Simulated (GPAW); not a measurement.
# Er (P-1) in GPAW: single point with PBE

Aim: the single point of Er with PBE.

Program: GPAW 26.7.0. These are calculated values, not measurements. Logs are shortened: lines on timing, memory, paths and dates and some standing lists are left out, and cuts for length are marked. The log counts tension as positive stress, the text compression.

## Step 1: The cell of the first run

The typed cell holds 2 atoms: a = 3.559 Å, b = 3.559 Å, c = 5.587 Å, α = 90.00°, β = 90.00°, γ = 120.00°.

## Step 2: Single point, PBE, collinear spin, ferromagnetic start (atoms moved at random, drawn with an rms of 0.05 Å)

File run.py:

```python
from ase.dft.bandgap import bandgap
from ase.io import read, write
from ase.units import GPa
from gpaw import GPAW, PW

atoms = read('POSCAR')
atoms.set_initial_magnetic_moments([3.0, 3.0])

calc = GPAW(mode=PW(800),
            xc='PBE',
            kpts={'size': (9, 9, 5), 'gamma': True},
            occupations={'name': 'fermi-dirac', 'width': 0.05},
            nbands=42,
            convergence={'density': 1e-05, 'energy': 1e-05},
            maxiter=150,
            txt='gpaw.txt')
atoms.calc = calc
energy = atoms.get_potential_energy()
forces = atoms.get_forces()
stress = atoms.get_stress()
calc.write('gs.gpw')
write('result.traj', atoms)
print(f'Energy: {energy:.6f} eV')
print('Forces (eV/A):')
print(forces.round(4))
print('Stress (GPa):', (stress / GPa).round(3))
print('Moments:', calc.get_magnetic_moments().round(3))
print('Fermi level:', round(calc.get_fermi_level(), 4), 'eV')
print(f'Gap: {bandgap(calc)[0]:.4f} eV, direct: {bandgap(calc, direct=True)[0]:.4f} eV')
```

File POSCAR:

```
Er
1.0
    3.5588000000      0.0000000000      0.0000000000
   -1.7794000000      3.0820112070      0.0000000000
    0.0000000000      0.0000000000      5.5874000000
Er
2
Direct
    0.6700560000      0.3441000000      0.7528870000
    0.3351950000      0.6623970000      0.2527370000
```

Potentials or basis: GPAW PAW data sets (gpaw-data 1.2.1), pw.

On the command line:

```sh
$ OMP_NUM_THREADS=1 python run.py
```

gpaw.txt:

```text
__  _  _
 | _ |_)|_||  |
 |__||  | ||/\| - 26.7.0

Input parameters:
  mode=PW(ecut=800.0),
  convergence={'density': 1e-05, 'energy': 1e-05},
  kpts=MonkhorstPack(size=(9, 9, 5), gamma=True),
  maxiter=150,
  nbands=42,
  occupations=Occupations(name='fermi-dirac', width=0.05),
  xc=XC(name='PBE')

Diagonalizing LCAO Hamiltonian
Converting LCAO to pw mode

           Er

        Er

Atoms  # Å, Bohr magnetons
|   | symbol |        x |        y |        z |    initial magnetic moments |
|---|--------|----------|----------|----------|-----------------------------|
| 0 |     Er | 1.772304 | 1.060520 | 4.206681 | ( 0.0000,  0.0000,  3.0000) |
| 1 |     Er | 0.014223 | 2.041515 | 1.412143 | ( 0.0000,  0.0000,  3.0000) |

Unit cell  # Å
| periodic |         x |        y |        z |  lengths |     angles |
|----------|-----------|----------|----------|----------|------------|
|      yes |  3.558800 | 0.000000 | 0.000000 | 3.558800 |  90.000000 |
|      yes | -1.779400 | 3.082011 | 0.000000 | 3.558800 |  90.000000 |
|      yes |  0.000000 | 0.000000 | 5.587400 | 5.587400 | 120.000000 |

Number of symmetries: 1
Symmetry operations  # r_c * U_cc + t_c -> r_c
|   | kind |            matrix            |
|---|------|------------------------------|
| 0 |  E   |  1, 0, 0,  0, 1, 0,  0, 0, 1 |

BZ-sampling:
  Number of BZ points: 405
  Number of IBZ points: 203

  Monkhorst-Pack size: [9, 9, 5]
  Monkhorst-Pack shift: [0, 0, 0]

K-points  # in reciprocal-cell coordinates
|     |                                coordinates |     weight |
|-----|--------------------------------------------|------------|
|   0 | (  0.00000000,   0.00000000,   0.00000000) | 0.00246914 |
|   1 | (  0.00000000,   0.00000000,   0.20000000) | 0.00493827 |
|   2 | (  0.00000000,   0.00000000,   0.40000000) | 0.00493827 |
|   3 | (  0.00000000,   0.11111111,  -0.40000000) | 0.00493827 |
|   4 | (  0.00000000,   0.11111111,  -0.20000000) | 0.00493827 |
|   5 | (  0.00000000,   0.11111111,   0.00000000) | 0.00493827 |
|   6 | (  0.00000000,   0.11111111,   0.20000000) | 0.00493827 |
|   7 | (  0.00000000,   0.11111111,   0.40000000) | 0.00493827 |
|   8 | (  0.00000000,   0.22222222,  -0.40000000) | 0.00493827 |
|   9 | (  0.00000000,   0.22222222,  -0.20000000) | 0.00493827 |
| ... |                                            |            |
| 202 | (  0.44444444,   0.44444444,   0.40000000) | 0.00493827 |

Plane wave coefficients: 3165
Cutoff: 800.0 eV

Spin-components: 2 (collinear spins)
Bands:           42
Projectors:      16
Spin-degeneracy: 1
Datatype:        complex128

Parallelization:
  kpt:    1
  domain: 1
  band:   1

Density:
  Valence electrons: 44.0
  Components: 2
  Grid points: [24 24 40]
  Charge: 0.0  # |e|

Potential:
  Grid points: [24 24 40]

species:
  Er:
    name:    Erbium
    Z:       68.0
    valence: 22
    core:    46
    charge:  0.0  # [|e|]
    compensation charges:
      type: gauss
      rc: 0.35  # [Å]
      lmax: 2
    cutoffs:
      filter: 1.16  # [Å]
      core: 1.71  # [Å]
    projectors
    | kind |    occ | energy [eV] | rcut [Å] |
    |------|--------|-------------|----------|
    |   5s |  2.000 |     -51.863 |    1.164 |
    |   6s |  2.000 |      -3.832 |    1.164 |
    |   5p |  6.000 |     -26.385 |    1.164 |
    |   6p |  0.000 |      -1.134 |    1.164 |
    |   5d |  0.000 |      -0.915 |    1.164 |
    |   4f | 12.000 |      -3.131 |    1.164 |
    |    d |        |      26.296 |    1.164 |
    |    f |        |      24.080 |    1.164 |

    Using partial waves for Er as LCAO basis

Reference energy: -712193.659413  # eV

eigensolver:
  PPCG
  Converge bands: occupied
  niter=2

density mixing:
  MSR1-Mixer
  Pratt-step length: 0.05
  Maximum mixing coefficient: 0.75
  Old densities: 10
  SVD Regularization: 0.005
  Good broyden scale: 1.0
  Trust region scale: 1.0
  Backstep threshold: 4.0
  History deletion threshold: 6.0
  Fourier metric: weight=20.0, sigma=0.015

occupation numbers:
  Fermi-Dirac:
    width: 0.0500  # eV

poisson solver:
  ecut: 6400.0  # eV

xc functional:
  name: PBE with 2 nearest neighbor stencil

convergence criteria:
- Maximum integral of absolute [dens]ity change: 1e-05 electrons / valence electron
- Maximum [total energy] change in last 3 cyles: 1e-05 eV / valence electron
- Maximum integral of absolute [eigenst]ate change: 4e-08 eV^2 / valence electron
maximum number of iterations: 150

SCF iterations
|iter     | |      energy | eigst |  dens |  magmom |
|---------|-|-------------|-------|-------|---------|
|iter:   1| |  -22.138050 | +0.41 |       |  +5.6695|
|iter:   2| |   -8.036571 | -1.06 | -0.45 |  +5.3965|
|iter:   3| |   -9.593873 | -0.63 | -0.69 |  +5.0040|
|iter:   4| |   -5.777466 | -1.25 | -0.55 |  +5.1671|
|iter:   5| |   -4.961078 | -2.27 | -0.61 |  +5.2309|
|iter:   6| |   -4.845695 | -2.38 | -1.19 |  +5.1459|
|iter:   7| |   -4.911530 | -3.20 | -1.16 |  +5.0872|
|iter:   8| |   -4.881546 | -2.47 | -0.88 |  +5.0644|
|iter:   9| |   -4.864028 | -3.08 | -0.96 |  +4.9634|
|iter:  10| |   -4.794004 | -3.54 | -1.03 |  +4.9547|
|iter:  11| |   -4.796027 | -5.63 | -2.15 |  +4.9353|
|iter:  12| |   -4.801413 | -4.82 | -2.20 |  +4.8572|
|iter:  13| |   -4.806473 | -4.70 | -2.22 |  +4.7596|
|iter:  14| |   -4.809400 | -4.74 | -2.44 |  +4.6840|
|iter:  15| |   -4.813320 | -4.34 | -2.56 |  +4.5538|
|iter:  16| |   -4.814715 | -4.91 | -2.59 |  +4.4794|
|iter:  17| |   -4.815418 | -5.64 | -2.69 |  +4.4832|
|iter:  18| |   -4.815111 | -5.56 | -1.99 |  +4.4479|
|iter:  19| |   -4.815181c| -5.60 | -2.43 |  +4.4386|
|iter:  20| |   -4.815318c| -6.30 | -2.81 |  +4.4241|
|iter:  21| |   -4.815398c| -6.16 | -2.99 |  +4.4184|
|iter:  22| |   -4.815377c| -7.24 | -3.38 |  +4.4191|
|iter:  23| |   -4.815375c| -7.74c| -3.56 |  +4.4191|
|iter:  24| |   -4.815394c| -7.21 | -3.62 |  +4.4175|
|iter:  25| |   -4.815388c| -7.27 | -3.57 |  +4.4193|
|iter:  26| |   -4.815393c| -7.61c| -3.87 |  +4.4194|
|iter:  27| |   -4.815396c| -8.46c| -4.16 |  +4.4195|
|iter:  28| |   -4.815404c| -8.33c| -4.12 |  +4.4190|
|iter:  29| |   -4.815401c| -7.97c| -4.16 |  +4.4197|
|iter:  30| |   -4.815405c| -7.92c| -3.94 |  +4.4194|
|iter:  31| |   -4.815404c| -8.72c| -5.01c|  +4.4195|

Converged in 31 steps
Energy contributions relative to reference atoms: (reference = -712193.659413)

Energy contributions:
  Kinetic:         -93.175878
  Coulomb:          87.440818
  Zero:              1.487243
  External:          0.000000
  Xc:               -0.407029
  Entropy:          -0.321115
  Spinorbit:         0.000000
  ----------------------------
  Free energy:      -4.975962
  Extrapolated:     -4.815404

dipole moment: (0.034918, 0.086012, 0.101389)  # |e|*Ang

Total magnetic moment: (0.000000, 0.000000, 4.419473)

Local magnetic moments
|        x |        y |        z |
|----------|----------|----------|
| 0.000000 | 0.000000 | 2.330338 |  # Er   0
| 0.000000 | 0.000000 | 2.330337 |  # Er   1

Fermi level: 8.191
Eigenvalues  # (at kpt = [0.000, 0.000, 0.000])
| band index |      eig [eV] | occ [0-1] |      eig [eV] | occ [0-1] |
|------------|---------------|-----------|---------------|-----------|
|          0 |       -40.870 |     1.000 |       -39.875 |     1.000 |
|        ... |               |           |               |           |
|         14 |         6.286 |     1.000 |         8.103 |     0.852 |
|         15 |         6.291 |     1.000 |         8.107 |     0.842 |
|         16 |         6.328 |     1.000 |         8.127 |     0.782 |
|         17 |         6.329 |     1.000 |         8.136 |     0.749 |
|         18 |         6.368 |     1.000 |         8.143 |     0.720 |
|         19 |         6.386 |     1.000 |         8.148 |     0.700 |
[... 8 lines left out ...]
|         28 |        11.607 |     0.000 |        11.721 |     0.000 |
|         29 |        11.693 |     0.000 |        11.809 |     0.000 |
|        ... |               |           |               |           |
|         41 |        23.981 |     0.000 |        24.041 |     0.000 |

No gap
No difference between direct/indirect transitions

Forces  # eV/Ang
|        x |        y |        z |
|----------|----------|----------|
|  0.01375 | -0.02436 | -0.00317 |  # Er   0
| -0.01375 |  0.02436 |  0.00316 |  # Er   1

Stress tensor  # eV/Ang^3
|         x |         y |         z |
|-----------|-----------|-----------|
| -0.013884 |  0.000645 |  0.000000 |
|  0.000645 | -0.010946 | -0.000001 |
|  0.000000 | -0.000001 | -0.025890 |

# Writing to gs.gpw (mode='')
```

It took 51 min on 1 thread of Arm Neoverse V1, shared host; peak memory 1.2 GiB.

What came out:

| Property | Result |
| --- | --- |
| Free energy | -4.9760 eV |
| Pressure | 2.7 GPa |
| Largest force | 0.028 eV/Å |
| Band gap on the k mesh | none (metal or under the smearing width) |
| Net moment | 4.42 μB per cell |
| Site moments | Er +2.33 μB |

Forces on the atoms (eV/Å):
```
Er   0.014 -0.024 -0.003
Er  -0.014  0.024  0.003
```

Caveat: one-centre terms of the f shell are cut off; the magnetic or orbital state may not be the lowest; spin-orbit coupling is left out, which moves the levels of the heavy elements. The state reached can hang on the start; a lower one may exist.
